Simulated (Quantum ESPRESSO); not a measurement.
## Ta under changes of volume

One of the cells (18.010 Å³/atom); the others are scaled copies at fixed shape and fractional positions:

```
Ta
1.0
    -1.65128    1.65128    1.65128
     1.65128   -1.65128    1.65128
     1.65128    1.65128   -1.65128
Ta
1
Direct
  0.00000 0.00000 0.00000
```

* Program: Quantum ESPRESSO 7.5
* Functional: PBEsol
* Potentials or basis: GBRV 1.5 PBEsol
* Cutoff: 762 eV
* Density cutoff: 6095 eV
* k mesh: 11 × 11 × 11
* Occupations: fermi-dirac, width 0.05 eV
* Spin: no spin polarisation

| volume (Å³/atom) | energy over the lowest point (meV/atom) | pressure (GPa) |
| --- | --- | --- |
| 16.930 | 18.71 | 9.3 |
| 17.290 | 3.80 | 4.1 |
| 17.650 | 0.00 | -0.4 |
| 18.010 | 6.07 | -4.5 |
| 18.371 | 20.85 | -8.1 |
| 18.731 | ? | ? |
| 19.091 | 72.81 | -14.4 |

Problem. What does the run at 18.731 Å³/atom give?

Solution. Energy over the lowest point 43.38 meV/atom; pressure -11.4 GPa.

Worked out: A Birch-Murnaghan fit of order 3 (a polynomial in V^(-2/3)) to the other rows has its minimum at 17.60 Å³/atom with B0 = V·E''(V) = 217 GPa and B' = 4.9. It gives 43.40 meV/atom at 18.731 Å³/atom, against the run's 43.38, and -dE/dV = -11.6 GPa, against -11.4.

Energies are extrapolated to zero smearing.
